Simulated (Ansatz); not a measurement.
**BN: Fröhlich coupling of electrons to the polar mode**

Plane-wave DFT in Ansatz with scalar-relativistic PAW potentials. The crystal relaxes under PBE to F-43m with a = 3.625 Å, 5.95 Å³/atom. No spin polarisation.

Linear response at Γ (LDA, cell F-43m with a = 3.581 Å, 420 eV, 12×12×12 k points) gives one polar TO mode at 1068.0 cm⁻¹, ε∞ = 4.57 and ε0 = 6.74. Band curvatures at the conduction edge (PBE, cell F-43m with a = 3.625 Å, 420 eV, 12×12×12 k points; gap 4.46 eV) give a conductivity mass of 0.387 mₑ (harmonic mean over x, y, z).

Task: Work out the LO energy, the Fröhlich constant, and the polaron's energy, mass and size.

Result: Lyddane–Sachs–Teller: ω_LO = ω_TO √(ε0/ε∞) = 1297.5 cm⁻¹, ħω_LO = 160.9 meV. α = √(m* Ry/ħω_LO) (1/ε∞ − 1/ε0) with Ry = 13.606 eV and m* in mₑ: √(0.387 × 13606/160.9) × 0.0706 = 0.4. To first order the edge drops by αħω_LO = 65 meV and the mass grows by the factor 1 + α/6 to 0.413 mₑ; the length √(ħ/2m*ω_LO) is 7.8 Å. Coupling is weak, and these first-order results hold. The model takes one parabolic, isotropic valley, and its inputs come from two functionals at their own volumes. Too small a gap makes ε∞ too large and, at a direct edge, m* too light, and both lower α.